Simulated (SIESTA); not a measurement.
## Si2Mo: band structure with PBE

The system is Si2Mo.

```
CELL_PARAMETERS angstrom
-1.60000 1.60000 3.93050
1.60000 -1.60000 3.93050
1.60000 1.60000 -3.93050
ATOMIC_POSITIONS crystal
Mo 0.00000 0.00000 0.00000
Si 0.66700 0.66700 0.00000
Si 0.33300 0.33300 0.00000
```

```yaml
Program: SIESTA 5.4.2
Task: band structure
Functional: PBE
Potentials_or_basis: PseudoDojo 0.4 standard (PBE files)
Basis: TZP (energy shift 0.003 Ry; two zetas on semicore shells)
Grid_cutoff: 800 Ry
Energy_shift: 0.003 Ry
k_mesh: 12 × 12 × 12
Occupations: fermi-dirac, width 0.05 eV
Spin: no spin polarisation
```

```json
{
 "Pressure": "2.5 GPa",
 "Largest force": "0.280 eV/Å",
 "Band gap on the k mesh": "none (metal or under the smearing width)"
}
```

Forces in eV/Å, atoms in the order of the input:
```
Mo   0.000  0.000  0.000
Si   0.000  0.000 -0.280
Si   0.000  0.000  0.280
```

Stress tensor (GPa, compression positive):
```
2.83 0.00 0.00
0.00 2.83 0.00
0.00 0.00 1.80
```

Levels at the corners of the path, in eV from the Fermi level:
```csv
point,band 8,band 9,band 10,band 11,band 12,band 13,band 14,band 15
Γ,-3.04,-2.68,-2.68,0.37,3.12,3.25,3.73,3.73
X,-5.29,-4.53,-3.08,-1.17,2.29,2.68,3.07,3.21
Y,-4.54,-3.91,-2.95,-1.74,1.78,1.96,2.56,4.73
S,-2.81,-2.44,-2.34,-0.45,1.51,3.14,3.58,4.59
Γ,-3.04,-2.68,-2.68,0.37,3.12,3.25,3.73,3.73
Z,-2.33,-0.60,-0.60,-0.48,-0.48,0.51,4.85,5.15
S1,-2.81,-2.44,-2.34,-0.45,1.51,3.14,3.58,4.59
N,-4.50,-2.64,-2.54,-0.55,2.24,3.09,3.99,4.42
P,-6.28,-2.82,-2.08,-2.08,0.22,2.29,4.05,4.05
Y1,-4.54,-3.91,-2.95,-1.74,1.78,1.96,2.56,4.73
Z,-2.33,-0.60,-0.60,-0.48,-0.48,0.51,4.85,5.15
X,-5.29,-4.53,-3.08,-1.17,2.29,2.68,3.07,3.21
P,-6.28,-2.82,-2.08,-2.08,0.22,2.29,4.05,4.05
```

Run time: 7.7 min on 1 thread of Intel(R) Xeon(R) Platinum 8259CL CPU @ 2.50GHz (Skylake/Cascade Lake) (shared host), peak memory 0.56 GiB.

Caveat: the basis of atomic orbitals isn't converged, which shifts pressures, moduli and gaps.
